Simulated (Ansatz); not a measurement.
ZrO$_{2}$:
```yaml
crystal:
  lattice:
    - [3.58447, 0.00000, 0.00000]
    - [0.00000, 3.58447, 0.00000]
    - [0.00000, 0.00000, 5.17879]
  atoms:
    - { symbol: Zr, position: [0.00000, 0.00000, 0.00000] }
    - { symbol: Zr, position: [0.50000, 0.50000, 0.50000] }
    - { symbol: O, position: [0.00000, 0.50000, 0.29885] }
    - { symbol: O, position: [0.00000, 0.50000, 0.79885] }
    - { symbol: O, position: [0.50000, 0.00000, 0.20115] }
    - { symbol: O, position: [0.50000, 0.00000, 0.70115] }
```

Relaxed with PBEsol. Special points in fractions of this cell's reciprocal vectors: Γ (0.000, 0.000, 0.000); X (0.000, 0.500, 0.000); M (0.500, 0.500, 0.000); Z (0.000, 0.000, 0.500); R (0.000, 0.500, 0.500); A (0.500, 0.500, 0.500).

### Question
List the band energies nearest the valence-band maximum at these points for plane-wave PAW PBEsol with spin–orbit coupling (Ansatz code).

### Answer
In eV from the valence-band maximum; about four levels below and three above (degenerate sets whole), none deeper than 8.9 eV; points with the same levels are listed once.

```tsv
k	below	above
Γ	-0.11 -0.11 -0.11 -0.11	4.00 4.00 4.51 4.51
X	-0.12 -0.12 -0.12 -0.12	4.43 4.43 4.43 4.43
M	-0.35 -0.35 -0.35 -0.35	5.15 5.15 5.15 5.15
Z	-0.03 -0.03 -0.03 -0.03	4.58 4.58 4.58 4.58
R	-0.90 -0.90 -0.90 -0.90	4.54 4.54 4.54 4.54
A	-0.05 -0.05 -0.05 -0.05	5.19 5.19 5.19 5.19
```

Space group P4_2/nmc. This is a known high-temperature phase of the composition, computed here at zero pressure and temperature. Symmetry was held in the PBEsol relaxation; whether a distortion lowers the energy is not shown. No spin polarisation was allowed.

Potentials: the earlier of the program's two PAW sets. The files were generated under PBE; for other functionals the program regenerates the frozen cores, and for LDA and PBEsol the local potential too.
